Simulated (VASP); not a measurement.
Write the native input for VASP 6.6.1 that does the following.

```yaml
Task: relaxation of cell and atoms
Functional: rSCAN
Potentials_or_basis: VASP PAW PBE potentials, release 64 (Pb_d, Te)
Cutoff: 600 eV
k_mesh: 7 × 7 × 7
Occupations: fermi-dirac, width 0.05 eV
Spin: no spin polarisation
Further_INCAR_settings: ALGO = Normal; EDIFF = 1e-07; IBRION = 2; EDIFFG = -0.02; NSW = 40; ISIF = 3
```

The structure of TePb lies in POSCAR:

```
TePb
1.0
    0.0000000000      3.2310000000      3.2310000000
    3.2310000000      0.0000000000      3.2310000000
    3.2310000000      3.2310000000      0.0000000000
Pb Te
1 1
Direct
    0.0000000000      0.0000000000      0.0000000000
    0.5000000000      0.5000000000      0.5000000000
```

One way to write it, as run:

INCAR

```
PREC = Accurate
ENCUT = 600
EDIFF = 1E-7
ISMEAR = -1
SIGMA = 0.05
LREAL = False
LASPH = True
NELM = 100
ALGO = Normal
ISIF = 3
LWAVE = False
LCHARG = False
METAGGA = RSCAN
LMIXTAU = True
IBRION = 2
NSW = 40
EDIFFG = -0.02
```

KPOINTS

```
Automatic mesh
0
Gamma
  7 7 7
```

Potentials or basis: VASP PAW PBE potentials, release 64 (Pb_d, Te).

The run is started by

```sh
$ cat potpaw_PBE.64/Pb_d/POTCAR potpaw_PBE.64/Te/POTCAR > POTCAR
$ mpirun -np 1 vasp_std > vasp.out
```

Results of the run:

```json
{
 "Relaxed volume": "35.01 Å³/atom",
 "Relaxed cell": "a = 4.626 Å, b = 4.626 Å, c = 4.626 Å, α = 60.00°, β = 60.00°, γ = 60.00°",
 "Space group after relaxing (to 0.05 Å)": "Fm-3m (No. 225)",
 "Energy gained by relaxing": "6.6 meV/atom",
 "Ionic steps": "3",
 "Pressure after relaxing": "0.0 GPa"
}
```

Caveat: the PAW data sets were made with another functional, which shifts forces and pressure a little.

Wall time 3.9 min on 1 thread of Intel(R) Xeon(R) 6975P-C (Granite Rapids), with other jobs on the host, peak memory 0.25 GiB.
